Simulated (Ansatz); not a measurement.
Computed with DFT PBE, scalar-relativistic, plane waves, PAW (Ansatz 0.2.0). Settings: cutoff 420 eV, Γ-centred meshes spaced at most about 0.3 Å⁻¹, and about 0.25 Å⁻¹ or finer for metals (2π included), Gaussian smearing. No spin polarisation in the final relaxations.

All energies are static (0 K, no zero-point motion).

Two forms of LiH were relaxed alike.

1.

```xyz
4
Lattice="2.7801 0.0000 0.0000 -1.3901 2.4076 0.0000 0.0000 0.0000 4.8852" Properties=species:S:1:pos:R:3 pbc="T T T"
Li    0.0000    0.0000    0.0000
Li    0.0000    0.0000    2.4426
H     1.3901    0.8025    1.2213
H     0.0000    1.6051    3.6639
```

2.

```xyz
4
Lattice="2.8341 0.0000 0.0000 0.0000 2.8341 0.0000 0.0000 0.0000 5.1364" Properties=species:S:1:pos:R:3 pbc="T T T"
Li    0.0000    1.4171    2.5682
Li    1.4171    0.0000    0.0000
H     1.4171    1.4171    1.2841
H     1.4171    1.4171    3.8523
```

Problem. Which form is favoured at zero pressure, and by what margin per atom?

Solution. Cell 1 is lower, by 150 meV/atom. Cell 1 has the nickel arsenide type, space group P6_3/mmc (No. 194), 8.2 Å³/atom and a gap of 4.35 eV on its mesh; cell 2 has space group P4_2/mmc (No. 131), 10.3 Å³/atom and no gap. Counting H atoms around Li (those within 1.25 times the shortest such distance or 1.15 times the sum of covalent radii), cell 1 has Li 6 and cell 2 has Li 4. The denser one is the lower, and pressure would at first widen the difference. In cell 1, around Li lie 6 H at 2.02 Å; H has 6 Li at 2.02 Å. In cell 2, around Li lie 4 H at 1.91 Å; H is surrounded by 4 Li at 1.91 Å. Both come from invented guesses. The part of the Crystallography Open Database at hand lists LiH in space group No. 225, which no cell shown has.

Kohn–Sham gaps at this level usually fall short of measured ones. The zero gap of P4_2/mmc may come from the functional, which often closes small gaps, or the cell may be a true semimetal. With hydrogen, zero-point motion can shift such differences by 10 meV/atom or more. Cells relaxed within their symmetry can be saddle points.
